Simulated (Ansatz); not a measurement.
Runs of Ansatz 0.2.0 on HfO2. The structure is orthorhombic, space group Pca2_1 (No. 29). Conventional cell: a = 5.219 Å, b = 5.005 Å, c = 5.033 Å, α = 90.00°, β = 90.00°, γ = 90.00°. Around Hf (site symmetry 1) lie 7 O at 2.02 to 2.23 Å. O (site symmetry 1) is surrounded by 3 Hf at 2.02 to 2.13 Å. O (site symmetry 1) is surrounded by 4 Hf at 2.11 to 2.23 Å. Measurements of this composition are mostly on another form, of space group No. 14.

```csv
task,level,potentials or basis,U,cutoff (eV),points for each segment of the path,hubbard projectors,double counting,gap on the mesh (eV),pressure (GPa),V0 of scaled cells (Å³/atom),B0 (GPa),largest force (eV/Å)
single point,PBE,Ansatz PAW,-,500,-,-,-,4.48,9.7,-,-,(a)
equation of state,PBE,Ansatz PAW large core,-,420,-,-,-,-,-,(b),241,-
equation of state,RPBE+D4,Ansatz PAW,-,420,-,-,-,-,-,11.26,238,-
equation of state,PBE+D4,Ansatz PAW,-,420,-,-,-,-,-,11.23,246,-
band structure,r2SCAN+U,Ansatz PAW,Hf d U = 3.5 eV,500,10,ortho-atomic (the default),fll (the default),5.68,9.2,-,-,0.15
```

Alike in all rows: no spin polarisation; cell as given; k mesh 5 × 6 × 5; smearing fermi-dirac 0.05 eV.

Q: Fill in the values left out.

A: (a) 0.12; (b) 11.37.

Caveats: the cell was scaled at fixed shape and fractional positions, which overstates the stiffness of a crystal with free parameters, most of all of layers and chains (some runs); spin-orbit coupling is left out, which moves the levels of the heavy elements (some runs); odd divisions of the mesh miss points on the zone boundary, where band edges often lie, so the gap on the mesh can be too wide (some runs); this set keeps more shells in the core, which shifts pressures and gaps (some runs); the potentials were made for another functional, which shifts forces and pressure (some runs); the PAW data sets come from PBE, with cores solved anew for the run's functional, which leaves a small shift of forces and pressure (some runs).

A k mesh can miss the band edges, and the runs leave out spin-orbit coupling on Hf.
